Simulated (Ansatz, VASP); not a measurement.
This is a calculation of C for VASP 6.6.1.

File INCAR:

```
PREC     = Accurate       # precision mode
ENCUT    = 520            # plane-wave cutoff, eV
EDIFF    = 1E-7           # SCF threshold, eV
ISMEAR   = -1             # smearing method
SIGMA    = 0.04           # smearing width, eV
LREAL    = False          # projectors in reciprocal space
LASPH    = True           # aspherical terms in the spheres
NELM     = 100            # most SCF steps
ALGO     = Normal         # electronic algorithm
ISIF     = 2              # what is computed and relaxed
LWAVE    = False          # write WAVECAR
LCHARG   = True           # write CHGCAR
GGA      = PE             # functional
LELF     = True           # ELF
LVHAR    = True         
NBANDS   = 11             # bands
```

KPOINTS

```
Automatic mesh
0
Gamma
  8 8 8
```

Contents of POSCAR:

```
C
1.0
    0.0000000000      1.7833700000      1.7833700000
    1.7833700000      0.0000000000      1.7833700000
    1.7833700000      1.7833700000      0.0000000000
C
2
Direct
    0.7500000000      0.7500000000      0.7500000000
    0.5000000000      0.5000000000      0.5000000000
```

Potentials or basis: VASP PAW PBE potentials, release 64 (C).

Run with:

```sh
$ cat potpaw_PBE.64/C/POTCAR > POTCAR
$ mpirun -np 1 vasp_std > vasp.out
```

**Question.** Set up the same calculation for Ansatz 0.2.0. Potentials there: all-electron LAPW, scalar-relativistic.

**Answer.** As run (the cutoff follows the program's own potentials):

input.yaml

```yaml
crystal:
  lattice:
    - [0.0, 1.78337, 1.78337]
    - [1.78337, 0.0, 1.78337]
    - [1.78337, 1.78337, 0.0]
  atoms:
    - { symbol: C, position: [0.75, 0.75, 0.75] }
    - { symbol: C, position: [0.5, 0.5, 0.5] }
kpoints:
  mp_grid: { grid: [8, 8, 8] }
scf:
  occupations: { method: fermi_dirac, width: 0.04 }
hamiltonian:
  xc: pbe
  pseudopotentials: { kind: all_electron, lapw: { basis_error: 0.003 } }
output:
  forces: true
  stress: true
  eigenvalues: true
```

Potentials or basis: all-electron LAPW, scalar-relativistic.

Launch:

```console
$ ansatz run input.yaml --threads 1 --pin off --max-ram 2560MiB --backend cpu --events-out ev --progress --plain --runs-dir out
```

Both were run:

|  | VASP | Ansatz | Ansatz less VASP |
| --- | --- | --- | --- |
| gap on the k mesh at the Fermi level (eV) | 4.13 | 4.14 | +0.008 |
| least direct gap on the mesh (eV) | 5.59 | 5.60 | +0.010 |
| pressure (GPa) | 2.5 | 1.8 | -0.70 |

Ansatz ran all-electron here, so the differences hold the error of VASP's frozen core and of both bases.
